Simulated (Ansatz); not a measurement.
Method: DFT PBE, scalar-relativistic, plane waves, PAW (Ansatz). All cells share a 420 eV cutoff and Γ-centred k meshes spaced at most about 0.3 Å⁻¹ (about 0.25 or finer for metals, 2π included). Collinear spin in cells that started with moments and kept them past the coarse steps, no spin elsewhere.

Temperature and zero-point effects are left out.

Compare these two cells of CoSn, each relaxed at this level.

A. (site moments Co 0.8 μB)

Space group Pm-3m (No. 221). a = 3.160 Å, b = 3.160 Å, c = 3.160 Å, α = 90.00°, β = 90.00°, γ = 90.00°
```json
{"atom": "Co", "site": "1a", "symmetry": "m-3m", "x": "0.0000", "y": "0.0000", "z": "0.0000"}
{"atom": "Sn", "site": "1b", "symmetry": "m-3m", "x": "0.5000", "y": "0.5000", "z": "0.5000"}
```

B. (no spin)

Space group P6/mmm (No. 191). a = 5.295 Å, b = 5.295 Å, c = 4.233 Å, α = 90.00°, β = 90.00°, γ = 120.00°
```json
{"atom": "Co", "site": "3f", "symmetry": "mmm", "x": "0.0000", "y": "0.5000", "z": "0.0000"}
{"atom": "Sn", "site": "2d", "symmetry": "-6m2", "x": "0.6667", "y": "0.3333", "z": "0.5000"}
{"atom": "Sn", "site": "1a", "symmetry": "6/mmm", "x": "0.0000", "y": "0.0000", "z": "0.0000"}
```

Question: Which is lower in energy, and by how much?

Answer: B is lower, by 261 meV/atom. A has the caesium chloride type, space group Pm-3m (No. 221), 15.8 Å³/atom and no gap on its mesh; B has the CoSn type, space group P6/mmm (No. 191), 17.1 Å³/atom and no gap. Counting all near atoms (those within 1.25 times the shortest distance at each site; a plus sign parts nearer from farther groups; a slash parts the counts of unlike sites), A has Co 8+6, Sn 8+6 and B has Co 10, Sn 6/6+3. Their magnetic states differ too. The lower one is the more open, so pressure narrows the difference. In A, Co is surrounded by 8 Sn at 2.74 Å and 6 Co at 3.16 Å; Sn has 8 Co at 2.74 Å and 6 Sn at 3.16 Å. In B, Co has 6 Sn at 2.61–2.65 Å and 4 Co at 2.65 Å; around Sn on a site of symmetry -6m2 lie 6 Co at 2.61 Å and 3 Sn at 3.06 Å; around Sn on a site of symmetry 6/mmm lie 6 Co at 2.65 Å. Origin: A was invented; B is a Materials Project cell, relaxed.

The magnetic state reached may not be the lowest. Trial moments died out on the coarse mesh in P6/mmm; another magnetic start might hold. Cells relaxed within their symmetry can be saddle points. Some candidate types were left out of the draw beforehand, so a known form may be missing.
